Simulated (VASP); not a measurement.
**HfN: equation of state with LDA**

HfN:

```
Hf N
1.0
     0.00000    2.23159    2.23159
     2.23159    0.00000    2.23159
     2.23159    2.23159    0.00000
Hf N
1 1
Cartesian
  2.2316 0.0000 2.2316
  2.2316 2.2316 2.2316
```

```yaml
Program: VASP 6.6.1
Task: equation of state
Functional: LDA
Potentials_or_basis: VASP PAW LDA potentials, release 64 (Hf_pv, N)
Cutoff: 520 eV
k_mesh: 8 × 8 × 8
Occupations: fermi-dirac, width 0.05 eV
Spin: no spin polarisation
```

```
Equilibrium volume                      : 11.12 Å³/atom
Bulk modulus                            : 308 GPa
Pressure derivative of the bulk modulus : 4.5 (rough: it moves with the points fitted)
```

Energy against volume, from the lowest point:
| volume (Å³/atom) | energy (meV/atom) |
| --- | --- |
| 10.669 | 18.87 |
| 10.891 | 4.66 |
| 11.113 | 0.00 |
| 11.336 | 3.90 |
| 11.558 | 15.48 |

It used 14 s of CPU time on 1 thread of Intel(R) Xeon(R) Platinum 8559C (Emerald Rapids), with other jobs on the host, which was overloaded at the time.

Spin-orbit coupling is left out, which matters for the levels of Hf.
